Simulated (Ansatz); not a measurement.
Crystal: Si.

```
Si
1.0
     0.00000    2.72185    2.72185
     2.72185    0.00000    2.72185
     2.72185    2.72185    0.00000
Si
2
Direct
  0.50000 0.50000 0.50000
  0.75000 0.75000 0.75000
```

- Program: Ansatz 0.2.0
- Task: relaxation of cell and atoms
- Functional: RPBE
- Dispersion: D4
- Potentials or basis: all-electron LAPW, scalar-relativistic
- Basis error allowed: 0.001 eV/atom
- k mesh: 8 × 8 × 8
- Occupations: fermi-dirac, width 0.05 eV
- Spin: no spin polarisation

At the start: volume 20.16 Å³/atom.

Problem. How do energy, volume and symmetry change on relaxing?

Solution. Over 4 steps the energy falls by 5.7 meV/atom and the volume is 19.53 Å³/atom (-3.2 %); space group Fd-3m (No. 227, to 0.05 Å).

The path:
| step | energy change (eV) | largest force (eV/Å) | volume (Å³) |
| --- | --- | --- | --- |
| 1 | 0.0000 | 0.0000 | 40.33 |
| 2 | -0.0106 | 0.0000 | 39.40 |
| 3 | -0.0114 | 0.0000 | 39.06 |
| 4 | -0.0114 | 0.0000 | 39.06 |

Final structure:
```
Si
1.0
     0.00000    2.69289    2.69289
     2.69289    0.00000    2.69289
     2.69289    2.69289    0.00000
Si
2
Direct
  0.50000 0.50000 0.50000
  0.75000 0.75000 0.75000
```
